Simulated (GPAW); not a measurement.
A calculation with GPAW 26.7.0 of Hf (ASE script, structure typed inline):

Contents of run.py:

```python
from ase import Atoms
from ase.dft.bandgap import bandgap
from ase.io import write
from ase.units import Bohr, GPa
from gpaw import GPAW, PW
from gpaw.elf import elf_from_dft_calculation

atoms = Atoms(['Hf'],
              cell=[[2.91381, 0.0, 0.0],
                    [0.0, 2.91381, 0.0],
                    [0.0, 0.0, 2.91381]],
              scaled_positions=[[0.5, 0.5, 0.5]],
              pbc=True)

calc = GPAW(mode=PW(600),
            xc='PBE',
            kpts={'size': (9, 9, 9), 'gamma': True},
            occupations={'name': 'fermi-dirac', 'width': 0.05},
            nbands=14,
            convergence={'density': 1e-05, 'energy': 1e-05},
            maxiter=150,
            txt='gpaw.txt')
atoms.calc = calc
energy = atoms.get_potential_energy()
forces = atoms.get_forces()
stress = atoms.get_stress()
calc.write('gs.gpw')
write('result.traj', atoms)
print(f'Energy: {energy:.6f} eV')
print('Forces (eV/A):')
print(forces.round(4))
print('Stress (GPa):', (stress / GPa).round(3))
print('Fermi level:', round(calc.get_fermi_level(), 4), 'eV')
print(f'Gap: {bandgap(calc)[0]:.4f} eV, direct: {bandgap(calc, direct=True)[0]:.4f} eV')

# fields on the real-space grid
write('density.cube', atoms, data=calc.get_pseudo_density() * Bohr**3)
write('potential.cube', atoms, data=calc.get_electrostatic_potential())
write('elf.cube', atoms, data=elf_from_dft_calculation(calc).data)
```

Potentials or basis: GPAW PAW data sets (gpaw-data 1.2.1), pw.

Command:

```sh
$ OMP_NUM_THREADS=1 python run.py
```

The cell was built by a generator and needn't be a form met in nature.

Task: Write the same calculation in another form: native input, Cartesian positions.

Result: As run:

Contents of run.py:

```python
from ase.io import read
from gpaw import PW
from gpaw.dft import DFT

atoms = read('Hf.xyz')

dft = DFT(atoms,
          mode=PW(600),
          xc='PBE',
          kpts={'size': (9, 9, 9), 'gamma': True},
          occupations={'name': 'fermi-dirac', 'width': 0.05},
          nbands=14,
          convergence={'density': 1e-05, 'energy': 1e-05},
          maxiter=150,
          txt='gpaw.txt')
print(f'Energy: {dft.calculate_energy():.6f} eV')
print('Forces (eV/A):')
print(dft.calculate_forces().round(4))
print('Stress (eV/A^3):', dft.calculate_stress().round(6))
dft.write_gpw_file('gs.gpw')
```

The input Hf.xyz:

```xyz
1
Lattice="2.9138100000 0.0000000000 0.0000000000 0.0000000000 2.9138100000 0.0000000000 0.0000000000 0.0000000000 2.9138100000" Properties=species:S:1:pos:R:3 pbc="T T T"
Hf     1.4569050000      1.4569050000      1.4569050000
```

Potentials or basis: GPAW PAW data sets (gpaw-data 1.2.1), pw.

Run with:

```sh
$ OMP_NUM_THREADS=1 python run.py
```

Both were run:

|  | ASE script, structure typed inline | native input, Cartesian positions |
| --- | --- | --- |
| Pressure | 0.6 GPa | 0.6 GPa |
| Band gap on the k mesh | none (metal or under the smearing width) | none (metal or under the smearing width) |

Keys that steer only the numerical path or the files written may differ.
